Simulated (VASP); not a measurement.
Input of a VASP 6.6.1 run:

The input INCAR:

```
PREC = Accurate ; ENCUT = 600
EDIFF = 1E-6 ; ISMEAR = -1
SIGMA = 0.05 ; LREAL = False
LASPH = True ; NELM = 100
ALGO = Normal ; ISIF = 3
LWAVE = False ; LCHARG = False
GGA = PE ; IVDW = 12
IBRION = 2 ; NSW = 40
EDIFFG = -0.02
```

File KPOINTS:

```
regular mesh
0
Gamma
  8 8 8
```

File POSCAR:

```
ZnSe
1.0
    0.0000000000      2.8338000000      2.8338000000
    2.8338000000      0.0000000000      2.8338000000
    2.8338000000      2.8338000000      0.0000000000
Se Zn
1 1
Direct
    0.7500000000      0.7500000000      0.7500000000
    0.0000000000      0.0000000000      0.0000000000
```

Potentials or basis: VASP PAW PBE potentials, release 64 (Se, Zn).

Command:

```sh
$ cat potpaw_PBE.64/Se/POTCAR potpaw_PBE.64/Zn/POTCAR > POTCAR
$ mpirun -np 1 vasp_std > vasp.out
```

Q: Estimate the relaxed cell.

A: a = 4.003 Å, b = 4.003 Å, c = 4.003 Å, α = 60.00°, β = 60.00°, γ = 60.00°.

Q: What does it give for the relaxed volume?

A: 22.67 Å³/atom.

Final structure:
```
Se Zn
1.0
     0.00000    2.83021    2.83021
     2.83021    0.00000    2.83021
     2.83021    2.83021    0.00000
Se Zn
1 1
Direct
  0.75000 0.75000 0.75000
  0.00000 0.00000 0.00000
```
